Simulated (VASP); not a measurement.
The system is Al2O3.

```xyz
5
Lattice="3.0175 0.0000 0.0000 -1.5087 2.6132 0.0000 0.0000 0.0000 7.5746" Properties=species:S:1:pos:R:3 pbc="T T T"
Al    0.0000    0.0000    5.4693
Al    0.0000    0.0000    2.1054
O     0.0000    0.0000    3.7873
O     1.5087    0.8711    6.0638
O     0.0000    1.7421    1.5108
```

Measurements of this composition are mostly on another form, of space group No. 167.

Base run:

```yaml
Program: VASP 6.6.1
Functional: PBE
Potentials_or_basis: VASP PAW PBE potentials, release 64 (Al, O_h)
Cutoff: 900 eV
k_mesh: 7 × 7 × 3
Occupations: fermi-dirac, width 0.05 eV
Spin: no spin polarisation
```

Its results: band gap on the k mesh 2.28 eV, direct; pressure -1.1 GPa; largest force 0.102 eV/Å.

Problem. The run is repeated on the same cell with these changes: potentials or basis from VASP PAW PBE potentials, release 64 (Al, O_h) to VASP PAW PBE potentials, release 54 (Al, O). What comes out?

Solution. Band gap on the k mesh 2.29 eV, direct; pressure -0.5 GPa; largest force 0.096 eV/Å.

Caveats: the cutoff is under 1.25 times the usual one of these potentials, so pressure, stress and relaxed cells hold a basis-set (Pulay) error (some runs).
